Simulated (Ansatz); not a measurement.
Bi2Te3, DFT, PBE, all-electron LAPW, scalar-relativistic (Ansatz 0.2.0), run on 2 threads of Arm Neoverse V1 on a shared host.

The cell is COD entry 9011962, as deposited and not checked against the literature; nothing was relaxed. The listed cell was then made from it by scaling, straining or moving an atom.

Command: `ansatz run input.yaml --threads 2 --pin off --max-ram 6144MiB --backend cpu --events-out ev --progress --plain --runs-dir out`

```yaml
crystal:
  lattice:
    - [2.2218591383, 1.2827909716, 10.2994441566]
    - [-2.2218591383, 1.2827909716, 10.2994441566]
    - [0.0, -2.5655819432, 10.2994441566]
  atoms:
    - { symbol: Bi, position: [0.4, 0.4, 0.4] }
    - { symbol: Bi, position: [0.6, 0.6, 0.6] }
    - { symbol: Te, position: [0.0, 0.0, 0.0] }
    - { symbol: Te, position: [0.2095, 0.2095, 0.2095] }
    - { symbol: Te, position: [0.7905, 0.7905, 0.7905] }
kpoints:
  mp_grid: { grid: [7, 7, 7] }
  band_path:
    path:
      - [0.0, 0.0, 0.0]
      - [0.5, 0.5, 0.5]
      - [0.822991609, 0.177008391, 0.5]
      - [0.5, -0.177008391, 0.177008391]
      - [0.5, 0.0, 0.0]
      - [0.0, 0.0, 0.0]
      - [0.3385041955, -0.3385041955, 0.0]
      - [0.6614958045, 0.0, 0.3385041955]
      - [0.5, 0.0, 0.5]
    npoints: 5
scf:
  occupations: { method: fermi_dirac, width: 0.08 }
hamiltonian:
  xc: pbe
  pseudopotentials: { kind: all_electron, lapw: { basis_error: 0.001 } }
output:
  forces: true
  stress: true
  eigenvalues: true
```

**Question.** How large is the problem that the program sets up?

**Answer.** 44 irreducible k-points, 1097 plane waves at Γ, 88 bands.

**Question.** Estimate the wall time and the peak memory.

**Answer.** 88 s of wall time for 10 SCF iterations, with a peak of 0.88 GiB. Times on shared machines scatter by tens of per cent.
